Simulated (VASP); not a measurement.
Wanted: the native input for a VASP 6.6.1 run.

```
Task                   : single point
Functional             : PBE
Potentials or basis    : VASP PAW PBE potentials, release 64 (Sb)
Cutoff                 : 520 eV
k mesh                 : 10 × 10 × 10
Occupations            : fermi-dirac, width 0.1 eV
Spin                   : no spin polarisation
Dipole correction      : no
Further INCAR settings : ALGO = Fast; EDIFF = 1e-06; NBANDS = 8
```

The structure of Sb lies in POSCAR:

```
Sb
1.0
   -1.7708124193      1.7708124193      1.7708124193
    1.7708124193     -1.7708124193      1.7708124193
    1.7708124193      1.7708124193     -1.7708124193
Sb
1
Direct
    0.0000000000      0.0000000000      0.0000000000
```

This isn't the form of Sb at room conditions, which is rhombohedral.

The input as run:

INCAR

```
  PREC = Accurate
  ENCUT = 520
  EDIFF = 1E-6
  ISMEAR = -1
  SIGMA = 0.1
  LREAL = F
  LASPH = T
  NELM = 100
  ALGO = Fast
  ISIF = 2
  LWAVE = F
  LCHARG = T
  GGA = PE
  LELF = T
  LVHAR = T
  NBANDS = 8
```

KPOINTS

```
regular mesh
0
Gamma
  10 10 10
```

Potentials or basis: VASP PAW PBE potentials, release 64 (Sb).

Launch:

```sh
$ cat potpaw_PBE.64/Sb/POTCAR > POTCAR
$ mpirun -np 1 vasp_std > vasp.out
```

It gave:

```
Pressure               : 20.0 GPa
Band gap on the k mesh : none (metal or under the smearing width)
```

Caveat: so large a pressure means that the cell lies far from this level's equilibrium, or that cutoff or potentials fall short.

Run time: 2.7 s on 1 thread of Intel(R) Xeon(R) 6975P-C (Granite Rapids), on a shared host, peak memory 0.14 GiB.
